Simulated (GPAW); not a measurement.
Crystal: As.

```
CELL_PARAMETERS angstrom
2.70368 0.00000 0.00000
0.00000 2.70368 0.00000
0.00000 0.00000 2.70368
ATOMIC_POSITIONS crystal
As 0.50000 0.50000 0.50000
```

This isn't the form of As at room conditions, which is rhombohedral.

* Program: GPAW 26.7.0
* Task: single point
* Functional: PBEsol
* Potentials or basis: PAW data sets generated in the run's folder for this functional
* Cutoff: 600 eV
* Basis: pw
* k mesh: 10 × 10 × 10
* Occupations: fermi-dirac, width 0.05 eV
* Spin: no spin polarisation

On this cell: pressure -1.5 GPa; band gap on the k mesh none (metal or under the smearing width).

The same run follows on a disturbed copy (cell strained at random at fixed volume):

```
As
1.0
     2.71004   -0.01738   -0.01186
    -0.01738    2.72970    0.03326
    -0.01186    0.03326    2.67219
As
1
Direct
  0.48435 0.50553 0.49638
```

What does the disturbed cell give?

The energy (extrapolated to zero smearing) moves by +3.8 meV/atom; pressure -1.4 GPa; band gap on the k mesh none (metal or under the smearing width).

Stress tensor (GPa, compression positive):
```
-1.82  0.28  0.41
 0.28 -3.17 -0.83
 0.41 -0.83  0.66
```
